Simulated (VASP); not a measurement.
# Mg (P6/mmm) in VASP: a series of runs

One crystal, Mg, is run at these levels: r2SCAN; tasks: single point.

Program: VASP 6.6.1. These are calculated values, not measurements. Logs are shortened: lines on timing, memory, paths and dates and some standing lists are left out, and cuts for length are marked.

## 1. The crystal as given

Symmetry: P6/mmm, No. 191, hexagonal system. The conventional cell has a = 3.050 Å, b = 3.050 Å, c = 3.045 Å, α = 90.00°, β = 90.00°, γ = 120.00°. Mg (site symmetry 6/mmm) has 8 Mg at 3.04 to 3.05 Å as nearest neighbours.

This isn't the form of Mg at room conditions, which is hcp.

## 2. Single point, r2SCAN

The input, INCAR:

```
ADDGRID = False
ALGO = Normal
EDIFF = 1E-6
ENCUT = 500
ISIF = 2
ISMEAR = 1
LASPH = True
LCHARG = False
LMIXTAU = True
LREAL = False
LWAVE = False
METAGGA = R2SCAN
NELM = 100
PREC = Accurate
SIGMA = 0.2
```

The input, KPOINTS:

```
k-points
0
Gamma
  7 7 6
```

The input, POSCAR:

```
Mg
1.0
    3.1430880000     -0.0084060000     -0.0278050000
   -1.5788240000      2.6046760000      0.0276970000
   -0.0277550000      0.0158990000      3.0020770000
Mg
1
Direct
   -0.0144770000      0.0117080000      0.0082640000
```

Potentials or basis: VASP PAW PBE potentials, release 64 (Mg).

Command:

```console
cat potpaw_PBE.64/Mg/POTCAR > POTCAR
mpirun -np 1 vasp_std > vasp.out
```

OUTCAR:

```text
EDIFF = 1E-6
   ENCUT = 500
   ISIF = 2
   ISMEAR = 1
   LASPH = True
   LREAL = False
   METAGGA = R2SCAN
   NELM = 100
   PREC = Accurate

 Found    148 irreducible k-points:

 Following reciprocal coordinates:
            Coordinates               Weight
  0.000000  0.000000  0.000000      1.000000
  0.142857  0.000000 -0.000000      2.000000
  0.285714  0.000000 -0.000000      2.000000
  0.428571  0.000000 -0.000000      2.000000
  0.000000  0.142857 -0.000000      2.000000
  0.142857  0.142857 -0.000000      2.000000
   k-points           NKPTS =    148   k-points in BZ     NKDIM =    148   number of bands    NBANDS=      5
   number of dos      NEDOS =    301   number of ions     NIONS =      1
   total plane-waves  NPLWV =  13824
   dimension x,y,z NGX =    24 NGY =   24 NGZ =   24
   dimension x,y,z NGXF=    48 NGYF=   48 NGZF=   48
   ions per type =               1
   NGX,Y,Z   is equivalent  to a cutoff of  12.69, 13.10, 13.29 a.u.
   NGXF,Y,Z  is equivalent  to a cutoff of  25.39, 26.20, 26.58 a.u.
 SYSTEM =  unknown system
   PREC   = accura    normal or accurate (medium, high low for compatibility)
   ISTART =      0    job   : 0-new  1-cont  2-samecut
   ICHARG =      2    charge: 1-file 2-atom 10-const
   ISPIN  =      1    spin polarized calculation?
   LNONCOLLINEAR =      F non collinear calculations
   LSORBIT =      F    spin-orbit coupling
   LASPH  =      T    aspherical Exc in radial PAW
   ENCUT  =  500.0 eV  36.75 Ry    6.06 a.u.   5.73  5.55  5.47*2*pi/ulx,y,z
   NELM   =    100;   NELMIN=  2; NELMDL= -5     # of ELM steps
   EDIFF  = 0.1E-05   stopping-criterion for ELM
   LREAL  =      F    real-space projection
   EDIFFG = 0.1E-04   stopping-criterion for IOM
   NSW    =      0    number of steps for IOM
   IBRION =     -1    ionic relax: 0-MD 1-quasi-New 2-CG
   NFREE  =      0    steps in history (QN), initial steepest desc. (CG)
   ISIF   =      2    stress and relaxation
   ISYM   =      2    0-nonsym 1-usesym 2-fastsym
   POTIM  = 0.5000    time-step for ionic-motion
   TEBEG  =    0.0;   TEEND  =   0.0 temperature during run
   PSTRESS=    0.0 pullay stress
   NELECT =       2.0000    total number of electrons
   NUPDOWN=      -1.0000    fix difference up-down
   EMIN   =  10.00;   EMAX   =-10.00  energy-range for DOS
   EFERMI =   0.00;   METHOD = LEGACY
   ISMEAR =     1;   SIGMA  =   0.20  broadening in eV -4-tet -1-fermi 0-gaus
   EFERMI_NEDOS =   21; number of points for ismear=-14 and -15
   IALGO  =     38    algorithm
   IMIX   =      4    mixing-type and parameters
     AMIX     =   0.40;   BMIX     =  1.00
     AMIX_MAG =   1.60;   BMIX_MAG =  1.00
  volume/ion in A,a.u.               =      24.53       165.57
  Fermi-wavevector in a.u.,A,eV,Ry     =   0.709836  1.341396  6.855535  0.503868
  Thomas-Fermi vector in A             =   1.796524
   LORBIT       =      0    0 simple, 1 ext, 2 COOP (PROOUT), +10 PAW based schemes
   METAGGA = R2SCAN    functional components
   LHFCALC =     F    Hartree Fock is set to
   AEXX    =    0.0000 exact exchange contribution
   IVDW    =     0    specifies the selected vdW correction
   LEPSILON=     F    determine dielectric tensor
   LRPA    =     F    only Hartree local field effects (RPA)
 non-spin polarized calculation
 Methfessel and Paxton  Order N= 1 SIGMA  =   0.20
  energy-cutoff  :      500.00
  volume of cell :       24.53
 maximum number of plane-waves:       636
   NGX = 11   NGY = 11   NGZ = 11

 number of electron       2.0000000 magnetization

 Free energy of the ion-electron system (eV)
  ---------------------------------------------------
  ext. energy  EPLUGINS =         0.00000000
  ---------------------------------------------------
  free energy    TOTEN  =        -3.87482546 eV

  energy without entropy =       -3.87434545  energy(sigma->0) =       -3.87466546

 E-fermi :   2.4431     XC(G=0):  -8.8395

 val. band max:        2.4217633244   @ k =  -0.2857  -0.4286   0.3333
 cond. band min:       2.4441982984   @ k =   0.4286   0.1429   0.3333
 fundamental gap:      0.0224349740
 Fermi energy:         2.4430921738

 k-point     1 :       0.0000    0.0000    0.0000
  band No.  band energies     occupation
      1      -4.8373      2.00000
      2      11.0985      0.00000
      3      12.2540      0.00000
      4      14.9028      0.00000
      5      16.1211      0.00000

 k-point     2 :       0.1429    0.0000   -0.0000
  band No.  band energies     occupation
      1      -4.3801      2.00000
      2      10.2364      0.00000
      3      11.8937      0.00000
      4      12.6357      0.00000
      5      13.9878      0.00000

 k-point     3 :       0.2857    0.0000   -0.0000
  band No.  band energies     occupation
      1      -3.0210      2.00000
      2       6.0984     -0.00000
      3      11.4909      0.00000
      4      12.5641      0.00000
      5      13.7752      0.00000

 k-point     4 :       0.4286    0.0000   -0.0000
  band No.  band energies     occupation
      1      -0.8041      2.00000
      2       2.3096      1.89596
      3      11.2483      0.00000
      4      11.7769      0.00000
      5      15.6447      0.00000

 k-point     5 :       0.0000    0.1429   -0.0000
  band No.  band energies     occupation
      1      -4.3507      2.00000
      2      10.7449      0.00000
      3      12.1890      0.00000
      4      12.6589      0.00000
      5      13.0540      0.00000

 k-point     6 :       0.1429    0.1429   -0.0000
  band No.  band energies     occupation
      1      -3.4095      2.00000
      2       8.3673      0.00000
      3       9.2918      0.00000
      4      13.4455      0.00000
      5      13.6596      0.00000

 [... further k-points ...]
[... 5 lines left out ...]
  --------------------------------------------------------------------------------------
  -------------------------------------------------------------------------------------
  Total        0.0754336      0.3060965     -0.1766982     -0.0058941      0.0605814     -0.1925899
  in kB        4.9260118     19.9889081    -11.5388605     -0.3849030      3.9561284    -12.5766290
  external PRESSURE =       4.4586864 kB  Pullay stress =       0.0000000 kB

 VOLUME and BASIS-vectors are now :
 -----------------------------------------------------------------------------
  energy-cutoff  :      500.00
  volume of cell :       24.53
      direct lattice vectors                 reciprocal lattice vectors
     3.143088000 -0.008406000 -0.027805000     0.318692044  0.193154686  0.001923445
    -1.578824000  2.604676000  0.027697000     0.001010546  0.384559010 -0.002027282
    -0.027755000  0.015899000  3.002077000     0.002942377 -0.001758937  0.333139234

 POSITION                                       TOTAL-FORCE (eV/Angst)
 -----------------------------------------------------------------------------------
      3.07887      0.02234     -0.00227        -0.000000     -0.000000      0.000000
 -----------------------------------------------------------------------------------
    total drift:                               -0.000018     -0.000204      0.000217

  FREE ENERGIE OF THE ION-ELECTRON SYSTEM (eV)
  ---------------------------------------------------
  free  energy   TOTEN  =        -3.8748254554 eV

  energy  without entropy=       -3.8743454549  energy(sigma->0) =       -3.87466546
```

Run time: 23 s. Hardware: 1 thread of Intel Xeon 6975P-C (Granite Rapids), shared host; peak memory 0.15 GiB.

These settings aren't checked as converged: the numbers below hold their error.

What came out:

```
Free energy            : -3.8748 eV
Pressure               : 0.4 GPa
Band gap on the k mesh : none (metal or under the smearing width)
```

Caveat: the PAW data sets were made with another functional, which shifts forces and pressure a little.

## 3. Single point, r2SCAN

This run uses another cell than the first one, of the same volume but with other edges.

Changes to INCAR since step 2:

```diff
@@ -3,3 +3,3 @@
 EDIFF = 1E-6
-ENCUT = 500
+ENCUT = 300
 ISIF = 2
```

The input, KPOINTS:

```
k-points
0
Gamma
  9 9 8
```

The input, POSCAR:

```
Mg
1.0
    3.0502998005      0.0000000000      0.0000000000
   -1.5251499003      2.6416371164      0.0000000000
    0.0000000000      0.0000000000      3.0448375700
Mg
1
Direct
    0.0000000000      0.0000000000      0.0000000000
```

Potentials or basis: VASP PAW PBE potentials, release 64 (Mg).

Command:

```console
cat potpaw_PBE.64/Mg/POTCAR > POTCAR
mpirun -np 1 vasp_std > vasp.out
```

Wall time 11 s (1 thread of Intel Xeon 6975P-C (Granite Rapids), shared host); peak memory 0.11 GiB.

These settings aren't checked as converged: the numbers below hold their error.

Results:

```
Free energy            : -3.8714 eV
Pressure               : 0.3 GPa
Band gap on the k mesh : none (metal or under the smearing width)
```

Caveat: the PAW data sets were made with another functional, which shifts forces and pressure a little.

## 4. The reference run

An earlier run on the cell as given: functional PBE; potentials or basis VASP PAW PBE potentials, release 64 (Mg); cutoff 520 eV; k mesh 10 × 10 × 9; occupations fermi-dirac, width 0.05 eV; no spin polarisation.

* Pressure: 1.1 GPa
* Band gap on the k mesh: none (metal or under the smearing width)
